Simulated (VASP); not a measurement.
GaP (CsCl): gaps by functional in VASP

```cif
data_structure
_symmetry_space_group_name_H-M 'P 1'
_symmetry_Int_Tables_number 1
_cell_length_a 3.1864
_cell_length_b 3.1864
_cell_length_c 3.1864
_cell_angle_alpha 90.000
_cell_angle_beta 90.000
_cell_angle_gamma 90.000
_cell_volume 32.35
loop_
_atom_site_label
_atom_site_type_symbol
_atom_site_fract_x
_atom_site_fract_y
_atom_site_fract_z
_atom_site_occupancy
Ga1 Ga 0.00000 0.00000 0.00000 1
P1 P 0.50000 0.50000 0.50000 1
```

All runs share this cell. Band v is the last that the valence electrons fill when counted band by band, and c is the next. A negative gap between them is a band overlap, as in a metal.

| level | gap (eV) | least direct gap (eV) | pressure (GPa) |
| --- | --- | --- | --- |
| PBE | -3.84 | 0.00 | 2.1 |
| r²SCAN | -3.85 | 0.17 | -0.1 |
| LDA | -3.82 | 0.00 | -4.0 |
| PBEsol | -3.86 | 0.00 | -2.2 |
| PBE with spin–orbit coupling | -3.84 | 0.00 | – |
